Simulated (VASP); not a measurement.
Write the native input for VASP 6.6.1 that does the following.

```yaml
Task: relaxation of cell and atoms
Functional: PBE
Potentials_or_basis: VASP PAW PBE potentials, release 64 (Hg, S)
Cutoff: 600 eV
k_mesh: 4 × 4 × 4
Occupations: gaussian, width 0.1 eV
Spin: no spin polarisation
Dipole_correction: no
Further_INCAR_settings: ALGO = Normal; EDIFF = 1e-06; IBRION = 2; EDIFFG = -0.04; NSW = 90; ISIF = 3
```

The structure of HgS3 lies in POSCAR:

```
HgS3
1.0
    0.0000000000      3.8240667600      3.8240667600
    3.8240667600      0.0000000000      3.8240667600
    3.8240667600      3.8240667600      0.0000000000
Hg S
1 3
Direct
    0.0000000000      0.0000000000      0.0000000000
    0.7500000000      0.7500000000      0.7500000000
    0.5000000000      0.5000000000      0.5000000000
    0.2500000000      0.2500000000      0.2500000000
```

The cell was built by a generator and needn't be a form met in nature.

The cell isn't the ideal one: random cell by space group and Wyckoff sites (Fm-3m, No. 225).

These files were run (other wordings do the same):

INCAR

```
SYSTEM = HgS3
ALGO = Normal ; EDIFF = 1E-6
EDIFFG = -0.04 ; ENCUT = 600
GGA = PE ; IBRION = 2
ISIF = 3 ; ISMEAR = 0
LASPH = .True. ; LCHARG = .False.
LREAL = .False. ; LWAVE = .False.
NELM = 80 ; NSW = 90
PREC = Accurate ; SIGMA = 0.1
```

KPOINTS

```
k-points
0
Gamma
  4 4 4
  0 0 0
```

Potentials or basis: VASP PAW PBE potentials, release 64 (Hg, S).

Launch:

```sh
$ cat potpaw_PBE.64/Hg/POTCAR potpaw_PBE.64/S/POTCAR > POTCAR
$ mpirun -np 1 vasp_std > vasp.out
```

Results of the run:

* Relaxed volume: 18.63 Å³/atom
* Relaxed cell: a = 4.723 Å, b = 4.723 Å, c = 4.723 Å, α = 60.00°, β = 60.00°, γ = 60.00°
* Space group after relaxing (to 0.05 Å): Fm-3m (No. 225)
* Energy gained by relaxing: 443.2 meV/atom
* Ionic steps: 5
* Pressure after relaxing: -0.3 GPa
* Band gap on the k mesh: none (metal or under the smearing width)

Caveat: the volume moved by over 15 % at a fixed basis, so the end points are rough.

Wall time 71 s on 1 thread of Intel(R) Xeon(R) 6975P-C (Granite Rapids), with other jobs on the host, peak memory 0.35 GiB.
